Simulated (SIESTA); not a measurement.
In:

```
In
1.0
     3.23604    0.00000    0.00000
     0.23692    3.22735    0.00000
    -1.73648   -1.61368    2.20287
In
1
Direct
  0.00000 0.00000 0.00000
```

The cell isn't the ideal one: volume scaled by 0.88.

- Program: SIESTA 5.4.2
- Task: relaxation of cell and atoms
- Functional: PW86PBE
- Potentials or basis: Ansatz (PBE files)
- Basis: DZP (energy shift 0.01 Ry)
- Grid cutoff: 500 Ry
- Energy shift: 0.01 Ry
- k mesh: 11 × 11 × 11
- Occupations: fermi-dirac, width 0.05 eV
- Spin: no spin polarisation

At the start: pressure 12.8 GPa; volume 23.01 Å³/atom.

Q: Where does the relaxation end?

A: Over 37 steps the energy falls by 187.8 meV/atom and the volume is 30.76 Å³/atom (+33.7 %); space group Fm-3m (No. 225, to 0.05 Å).

The path:
| step | energy change (eV) | largest force (eV/Å) | pressure (GPa) | volume (Å³) |
| --- | --- | --- | --- | --- |
| 1 | 0.0000 | 0.0000 | 12.76 | 23.01 |
| 2 | -0.0081 | 0.0000 | 12.30 | 23.11 |
| 3 | -0.1571 | 0.0000 | 3.55 | 26.47 |
| 4 | -0.1778 | 0.0000 | 2.19 | 27.65 |
| 5 | -0.1689 | 0.0000 | 2.83 | 27.07 |
| 6 | -0.1597 | 0.0000 | 3.39 | 26.59 |
| 7 | -0.1654 | 0.0000 | 3.04 | 26.88 |
| 8 | -0.1670 | 0.0000 | 2.95 | 26.97 |
| 9 | -0.1693 | 0.0000 | 2.80 | 27.10 |
| 10 | -0.0647 | 0.0000 | 9.18 | 23.97 |
| 11 | -0.1796 | 0.0000 | 2.09 | 27.75 |
| 12 | -0.1875 | 0.0000 | 1.61 | 28.35 |
| 13 | -0.1189 | 0.0000 | 5.90 | 25.16 |
| 14 | -0.1811 | 0.0000 | 1.50 | 28.22 |
| 15 | -0.1882 | 0.0000 | 0.62 | 29.47 |
| 16 | -0.1833 | 0.0000 | 1.13 | 28.61 |
| 17 | -0.1926 | 0.0000 | 0.18 | 30.42 |
| 18 | -0.1851 | 0.0000 | 0.99 | 28.79 |
| 19 | -0.1855 | 0.0000 | 0.98 | 28.85 |
| 20 | -0.1890 | 0.0000 | 0.33 | 29.92 |
| 21 | -0.1900 | 0.0000 | 0.28 | 30.10 |
| 22 | -0.1883 | 0.0000 | 0.17 | 30.28 |
| 23 | -0.1878 | 0.0000 | 0.30 | 30.00 |
| 24 | -0.1875 | 0.0000 | 0.30 | 30.00 |
| 25 | -0.1883 | 0.0000 | 0.33 | 29.92 |
| 26 | -0.1930 | 0.0000 | 0.02 | 30.78 |
| 27 | -0.1912 | 0.0000 | -0.03 | 30.93 |
| 28 | -0.1881 | 0.0001 | -0.17 | 31.31 |
| 29 | -0.1889 | 0.0000 | -0.01 | 30.73 |
| 30 | -0.1880 | 0.0000 | -0.12 | 31.09 |
| 31 | -0.1869 | 0.0000 | -0.22 | 31.45 |
| 32 | -0.1872 | 0.0000 | -0.18 | 31.24 |
| 33 | -0.1891 | 0.0000 | -0.08 | 31.05 |
| 34 | -0.1892 | 0.0001 | -0.08 | 31.02 |
| 35 | -0.1895 | 0.0001 | -0.04 | 30.92 |
| 36 | -0.1887 | 0.0001 | -0.03 | 30.82 |
| 37 | -0.1878 | 0.0001 | -0.02 | 30.76 |

Final structure:
```
In
1.0
     3.51384   -0.13293   -0.00030
     0.12468    3.51414   -0.00030
    -1.81947   -1.69080    2.48793
In
1
Direct
  0.99992 0.99991 0.00013
```

Caveat: semicore shells carry a single zeta, which can move pressures by several GPa and volumes by a few percent; the potentials were made for another functional, which shifts forces and pressure; the basis of atomic orbitals isn't converged, which shifts pressures, moduli and gaps.
